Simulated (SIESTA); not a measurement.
PbSe (Clausthalite):

```xyz
2
Lattice="0.0000 3.0606 3.0606 3.0606 0.0000 3.0606 3.0606 3.0606 0.0000" Properties=species:S:1:pos:R:3 pbc="T T T"
Pb    0.0000    0.0000    0.0000
Se    3.0606    3.0606    3.0606
```

Base run:

```yaml
Program: SIESTA 5.4.2
Functional: vdW-DF-C09
Potentials_or_basis: PseudoDojo 0.4 standard (PBE files)
Basis: DZP (energy shift 0.003 Ry; two zetas on semicore shells)
Grid_cutoff: 500 Ry
Energy_shift: 0.003 Ry
k_mesh: 8 × 8 × 8
Occupations: fermi-dirac, width 0.05 eV
Spin: no spin polarisation
```

Its results: band gap on the k mesh 0.34 eV, direct; pressure 1.1 GPa.

The run is repeated on the same cell with these changes: functional from vdW-DF-C09 to PBE. What comes out?

Band gap on the k mesh 0.36 eV, direct; pressure 3.8 GPa.

Caveats: spin-orbit coupling is left out, which as a rule narrows the gap of such compounds by several tenths of an eV; the basis of atomic orbitals isn't converged, which shifts pressures, moduli and gaps; the potentials were made for another functional, which shifts forces and pressure (some runs).

A k mesh can miss the band edges.
